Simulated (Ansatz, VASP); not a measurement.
Given: the input of a run of Ansatz 0.2.0 on Ru.

Contents of input.yaml:

```yaml
crystal:
  lattice:
    - [2.7058, 0.0, 0.0]
    - [-1.3529, 2.3432915376, 0.0]
    - [0.0, 0.0, 4.2819]
  atoms:
    - { symbol: Ru, position: [0.6666666667, 0.3333333333, 0.75] }
    - { symbol: Ru, position: [0.3333333333, 0.6666666667, 0.25] }
kpoints:
  mp_grid: { grid: [11, 11, 6] }
scf:
  occupations: { method: fermi_dirac, width: 0.05 }
hamiltonian:
  xc: lda
  pseudopotentials: { kind: all_electron, lapw: { basis_error: 0.001 } }
output:
  forces: true
  stress: true
  eigenvalues: true
```

Potentials or basis: all-electron LAPW, scalar-relativistic.

The run is started by

```console
$ ansatz run input.yaml --threads 1 --pin off --max-ram 3072MiB --backend cpu --events-out ev --progress --plain --runs-dir out
```

Question: Set up the same calculation for VASP 6.6.1. Potentials there: VASP PAW LDA potentials, release 64 (Ru_pv).

Answer: As run (the cutoff follows the program's own potentials):

The input INCAR:

```
PREC = Accurate
ENCUT = 520
EDIFF = 1E-7
ISMEAR = -1
SIGMA = 0.05
LREAL = False
LASPH = True
NELM = 60
ALGO = Fast
ISIF = 2
LWAVE = False
LCHARG = True
GGA = CA
LELF = True
LVHAR = True
NBANDS = 21
```

Contents of KPOINTS:

```
Automatic mesh
0
Gamma
  11 11 6
```

The input POSCAR:

```
Ru
1.0
    2.7058000000      0.0000000000      0.0000000000
   -1.3529000000      2.3432915376      0.0000000000
    0.0000000000      0.0000000000      4.2819000000
Ru
2
Direct
    0.6666666667      0.3333333333      0.7500000000
    0.3333333333      0.6666666667      0.2500000000
```

Potentials or basis: VASP PAW LDA potentials, release 64 (Ru_pv).

Command:

```console
$ cat potpaw_LDA.64/Ru_pv/POTCAR > POTCAR
$ mpirun -np 1 vasp_std > vasp.out
```

Both were run:

|  | VASP | Ansatz | Ansatz less VASP |
| --- | --- | --- | --- |
| gap on the k mesh at the Fermi level (eV) | none | none | - |
| pressure (GPa) | -11.4 | -12.1 | -0.70 |
| largest component of the traceless stress (GPa) | 0.50 | 0.59 | +0.083 |

A gap of «none» marks a metal or a gap that the smearing closes. Ansatz ran all-electron here, so the differences hold the error of VASP's frozen core and of both bases.
